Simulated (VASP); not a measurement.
# TiS2 (P-3m1) in VASP: electric field gradients with PBE

Aim: the electric field gradients of TiS2 with PBE.

All numbers are computed with VASP 6.6.1; they aren't measurements. Logs are shortened: lines on timing, memory, paths and dates and some standing lists are left out, and cuts for length are marked.

**1. The crystal as given**

It takes space group P-3m1 (No. 164, trigonal). The conventional cell has a = 3.412 Å, b = 3.412 Å, c = 5.695 Å, α = 90.00°, β = 90.00°, γ = 120.00°. Around Ti (site symmetry -3m) lie 6 S at 2.43 Å. Around S (site symmetry 3m) lie 3 Ti at 2.43 Å.

**2. Electric field gradients, PBE**

File INCAR:

```
PREC = Accurate
ENCUT = 520
EDIFF = 1E-8
ISMEAR = -1
SIGMA = 0.05
LREAL = F
LASPH = T
NELM = 100
ALGO = Fast
ISIF = 2
LWAVE = F
LCHARG = F
GGA = PE
LEFG = T
NBANDS = 19
```

File KPOINTS:

```
Automatic mesh
0
Gamma
  12 12 7
```

File POSCAR:

```
TiS2
1.0
    3.4120005726      0.0000000000      0.0000000000
   -1.7060002863      2.9548791736      0.0000000000
    0.0000000000      0.0000000000      5.6950000000
Ti S
1 2
Direct
    0.0000000000      0.0000000000      0.0000000000
    0.3333333333      0.6666666667      0.2500000000
    0.6666666667      0.3333333333      0.7500000000
```

Potentials or basis: VASP PAW PBE potentials, release 64 (Ti_sv, S).

Run with:

```
$ cat potpaw_PBE.64/Ti_sv/POTCAR potpaw_PBE.64/S/POTCAR > POTCAR
$ mpirun -np 1 vasp_std > vasp.out
```

OUTCAR:

```text
PREC = Accurate
   ENCUT = 520
   EDIFF = 1E-8
   ISMEAR = -1
   LREAL = F
   LASPH = T
   NELM = 100
   ISIF = 2
   GGA = PE

 ion  position               nearest neighbor table
   1  0.000  0.000  0.000-   2 2.43   3 2.43   3 2.43   2 2.43   3 2.43   2 2.43
   2  0.333  0.667  0.250-   1 2.43   1 2.43   1 2.43
   3  0.667  0.333  0.750-   1 2.43   1 2.43   1 2.43

  LATTYP: Found a hexagonal cell.
 ALAT       =     3.4120005726
 C/A-ratio  =     1.6691087469

  Lattice vectors:

 A1 = (   3.4120005726,   0.0000000000,   0.0000000000)
 A2 = (  -1.7060002863,   2.9548791736,   0.0000000000)
 A3 = (   0.0000000000,   0.0000000000,   5.6950000000)

Analysis of symmetry for initial positions (statically):
=====================================================================
 Subroutine PRICEL returns:
 Original cell was already a primitive cell.

 Routine SETGRP: Setting up the symmetry group for a
 hexagonal supercell.

 Subroutine GETGRP returns: Found 12 space group operations
 (whereof 12 operations were pure point group operations)
 out of a pool of 24 trial point group operations.

The static configuration has the point symmetry D_3d.

Analysis of symmetry for dynamics (positions and initial velocities):
=====================================================================
 Subroutine PRICEL returns:
 Original cell was already a primitive cell.

 Routine SETGRP: Setting up the symmetry group for a
 hexagonal supercell.

 Subroutine GETGRP returns: Found 12 space group operations
 (whereof 12 operations were pure point group operations)
 out of a pool of 24 trial point group operations.

The dynamic configuration has the point symmetry D_3d.

 Subroutine INISYM returns: Found 12 space group operations
 (whereof 12 operations are pure point group operations),
 and found     1 'primitive' translations

----------------------------------------------------------------------------------------

                                     Primitive cell

  volume of cell :      57.4173

  direct lattice vectors                    reciprocal lattice vectors
     3.412000573  0.000000000  0.000000000     0.293083186  0.169211657  0.000000000
    -1.706000286  2.954879174  0.000000000     0.000000000  0.338423313  0.000000000
     0.000000000  0.000000000  5.695000000     0.000000000  0.000000000  0.175592625

  length of vectors
     3.412000573  3.412000573  5.695000000     0.338423313  0.338423313  0.175592625

  position of ions in fractional coordinates (direct lattice)
     0.000000000  0.000000000  0.000000000
     0.333333333  0.666666667  0.250000000
     0.666666667  0.333333333  0.750000000

  ion indices of the primitive-cell ions
   primitive index   ion index
                 1           1
                 2           2
                 3           3

----------------------------------------------------------------------------------------

 KPOINTS: Automatic mesh

Automatic generation of k-mesh.
 Grid dimensions read from file:
 generate k-points for:   12   12    7

 Generating k-lattice:

  Cartesian coordinates                     Fractional coordinates (reciprocal lattice)
     0.024423599  0.014100971  0.000000000     0.083333333  0.000000000  0.000000000
     0.000000000  0.028201943  0.000000000     0.000000000  0.083333333  0.000000000
     0.000000000  0.000000000  0.025084661     0.000000000  0.000000000  0.142857143

  Length of vectors
     0.028201943  0.028201943  0.025084661

  Shift w.r.t. Gamma in fractional coordinates (k-lattice)
     0.000000000  0.000000000  0.000000000

 Subroutine IBZKPT returns following result:
 ===========================================

 Found    112 irreducible k-points:

 Following reciprocal coordinates:
            Coordinates               Weight
  0.000000  0.000000  0.000000      1.000000
  0.083333 -0.000000  0.000000      6.000000
  0.166667  0.000000  0.000000      6.000000
  0.250000 -0.000000  0.000000      6.000000
  0.333333 -0.000000  0.000000      6.000000
  0.416667  0.000000  0.000000      6.000000
[... 16 lines left out ...]
  0.166667  0.000000  0.142857      6.000000
  0.000000  0.166667  0.142857      6.000000
 [... further k-points ...]
   k-points           NKPTS =    112   k-points in BZ     NKDIM =    112   number of bands    NBANDS=     19
   number of dos      NEDOS =    301   number of ions     NIONS =      3
   total plane-waves  NPLWV =  32928
   dimension x,y,z NGX =    28 NGY =   28 NGZ =   42
   dimension x,y,z NGXF=    56 NGYF=   56 NGZF=   84
   ions per type =               1   2
   NGX,Y,Z   is equivalent  to a cutoff of  13.64, 13.64, 12.26 a.u.
   NGXF,Y,Z  is equivalent  to a cutoff of  27.29, 27.29, 24.52 a.u.
 SYSTEM =  unknown system
   PREC   = accura    normal or accurate (medium, high low for compatibility)
   ISTART =      0    job   : 0-new  1-cont  2-samecut
   ICHARG =      2    charge: 1-file 2-atom 10-const
   ISPIN  =      1    spin polarized calculation?
   LNONCOLLINEAR =      F non collinear calculations
   LSORBIT =      F    spin-orbit coupling
   LASPH  =      T    aspherical Exc in radial PAW
   ENCUT  =  520.0 eV  38.22 Ry    6.18 a.u.   6.34  6.34 10.59*2*pi/ulx,y,z
   NELM   =    100;   NELMIN=  2; NELMDL= -5     # of ELM steps
   EDIFF  = 0.1E-07   stopping-criterion for ELM
   LREAL  =      F    real-space projection
   EDIFFG = 0.1E-06   stopping-criterion for IOM
   NSW    =      0    number of steps for IOM
   IBRION =     -1    ionic relax: 0-MD 1-quasi-New 2-CG
   NFREE  =      0    steps in history (QN), initial steepest desc. (CG)
   ISIF   =      2    stress and relaxation
   ISYM   =      2    0-nonsym 1-usesym 2-fastsym
   POTIM  = 0.5000    time-step for ionic-motion
   TEBEG  =    0.0;   TEEND  =   0.0 temperature during run
   PSTRESS=    0.0 pullay stress
   NELECT =      24.0000    total number of electrons
   NUPDOWN=      -1.0000    fix difference up-down
   EMIN   =  10.00;   EMAX   =-10.00  energy-range for DOS
   EFERMI =   0.00;   METHOD = LEGACY
   ISMEAR =    -1;   SIGMA  =   0.05  broadening in eV -4-tet -1-fermi 0-gaus
   EFERMI_NEDOS =   21; number of points for ismear=-14 and -15
   IALGO  =     68    algorithm
   IMIX   =      4    mixing-type and parameters
     AMIX     =   0.40;   BMIX     =  1.00
     AMIX_MAG =   1.60;   BMIX_MAG =  1.00
  volume/ion in A,a.u.               =      19.14       129.16
  Fermi-wavevector in a.u.,A,eV,Ry     =   1.224046  2.313111 20.385453  1.498289
  Thomas-Fermi vector in A             =   2.359135
   LORBIT       =      0    0 simple, 1 ext, 2 COOP (PROOUT), +10 PAW based schemes
   GGA     = PE    functional components
   LHFCALC =     F    Hartree Fock is set to
   AEXX    =    0.0000 exact exchange contribution
   IVDW    =     0    specifies the selected vdW correction
   LEPSILON=     F    determine dielectric tensor
   LRPA    =     F    only Hartree local field effects (RPA)
 non-spin polarized calculation
 RMM-DIIS sequential band-by-band and
  energy-cutoff  :      520.00
  volume of cell :       57.42
 maximum number of plane-waves:      1572
 NGX is ok and might be reduce to    28
   NGX = 13   NGY = 13   NGZ = 21

 number of electron      23.9999999 magnetization

 Free energy of the ion-electron system (eV)
  ---------------------------------------------------
  ext. energy  EPLUGINS =         0.00000000
  ---------------------------------------------------
  free energy    TOTEN  =       -19.93060455 eV

  energy without entropy =      -19.92698378  energy(sigma->0) =      -19.92879417

 E-fermi :   5.4193     XC(G=0): -10.0957

 val. band max:        5.4031912289   @ k =   0.5000  -0.0000   0.4286
 cond. band min:       5.4298954266   @ k =   0.0000   0.4167   0.4286
 fundamental gap:      0.0267041977
 Fermi energy:         5.4192914145

 k-point     1 :       0.0000    0.0000    0.0000
  band No.  band energies     occupation
      1     -52.2370      2.00000
      2     -28.4588      2.00000
      3     -28.4153      2.00000
      4     -28.4153      2.00000
      5      -8.3124      2.00000
      6      -6.6368      2.00000
[... 11 lines left out ...]
     18      11.5089      0.00000
     19      12.2986      0.00000
[... 489 lines left out ...]
      3     -28.4471      2.00000
      4     -28.4226      2.00000
      5      -7.9530      2.00000
      6      -6.6438      2.00000
[... 11 lines left out ...]
     18      12.7177      0.00000
     19      13.7398      0.00000

 [... further k-points ...]

------------------------ aborting loop because EDIFF is reached ----------------------------------------

  FORCE on cell =-STRESS in cart. coord.  units (eV):
  Direction    XX          YY          ZZ          XY          YZ          ZX
  --------------------------------------------------------------------------------------
  -------------------------------------------------------------------------------------
  Total       -0.0010660     -0.0010660      0.3718713      0.0000000     -0.0000000      0.0000000
  in kB       -0.0297448     -0.0297448     10.3767329      0.0000000     -0.0000000      0.0000000
  external PRESSURE =       3.4390811 kB  Pullay stress =       0.0000000 kB

 VOLUME and BASIS-vectors are now :
 -----------------------------------------------------------------------------
  energy-cutoff  :      520.00
  volume of cell :       57.42
      direct lattice vectors                 reciprocal lattice vectors
     3.412000573  0.000000000  0.000000000     0.293083186  0.169211657  0.000000000
    -1.706000286  2.954879174  0.000000000     0.000000000  0.338423313  0.000000000
     0.000000000  0.000000000  5.695000000     0.000000000  0.000000000  0.175592625

 POSITION                                       TOTAL-FORCE (eV/Angst)
 -----------------------------------------------------------------------------------
      0.00000      0.00000      0.00000         0.000000      0.000000      0.000000
     -0.00000      1.96992      1.42375         0.000000      0.000000     -0.133909
      1.70600      0.98496      4.27125        -0.000000      0.000000      0.133909
 -----------------------------------------------------------------------------------
    total drift:                               -0.000000     -0.000000     -0.000000

  FREE ENERGIE OF THE ION-ELECTRON SYSTEM (eV)
  ---------------------------------------------------
  free  energy   TOTEN  =       -19.9306045526 eV

  energy  without entropy=      -19.9269837798  energy(sigma->0) =      -19.92879417

 Electric field gradients (V/A^2)
---------------------------------------------------------------------
 ion       V_xx      V_yy      V_zz      V_xy      V_xz      V_yz
---------------------------------------------------------------------
   1       9.651     9.652   -19.303     0.000     0.000    -0.000
   2       5.443     5.443   -10.886    -0.000    -0.000     0.000
   3       5.443     5.443   -10.886    -0.000    -0.000     0.000
---------------------------------------------------------------------

 Electric field gradients after diagonalization (V/A^2)
 (convention: |V_zz| > |V_xx| > |V_yy|)
----------------------------------------------------------------------
 ion       V_xx      V_yy      V_zz     asymmetry (V_yy - V_xx)/ V_zz
----------------------------------------------------------------------
   1       9.652     9.651   -19.303       0.000
   2       5.443     5.443   -10.886       0.000
   3       5.443     5.443   -10.886       0.000
----------------------------------------------------------------------

           NMR quadrupolar parameters

 Cq : quadrupolar parameter    Cq=e*Q*V_zz/h
 eta: asymmetry parameters     (V_yy - V_xx)/ V_zz
 Q  : nuclear electric quadrupole moment in mb (millibarn)
----------------------------------------------------------------------
 ion       Cq(MHz)       eta       Q (mb)
----------------------------------------------------------------------
   1      -0.047       0.000       1.000
   2      -0.026       0.000       1.000
   3      -0.026       0.000       1.000
----------------------------------------------------------------------
```

It took 3.3 min on 1 thread of Intel Xeon Platinum 8488C (Sapphire Rapids), shared host; peak memory 0.25 GiB.

What came out:

```yaml
Free_energy: -19.9306 eV
Pressure: 0.3 GPa
Largest_force: 0.134 eV/Å
Band_gap_on_the_k_mesh: none (metal or under the smearing width)
```

Forces in eV/Å, atoms in the order of the input:
```
Ti   0.000  0.000  0.000
S    0.000  0.000 -0.134
S    0.000  0.000  0.134
```

Electric field gradients, principal values (V/Å²):
```
atom    Vxx    Vyy      Vzz
1 Ti  9.651  9.652  -19.303
 2 S  5.443  5.443  -10.886
 3 S  5.443  5.443  -10.886
```
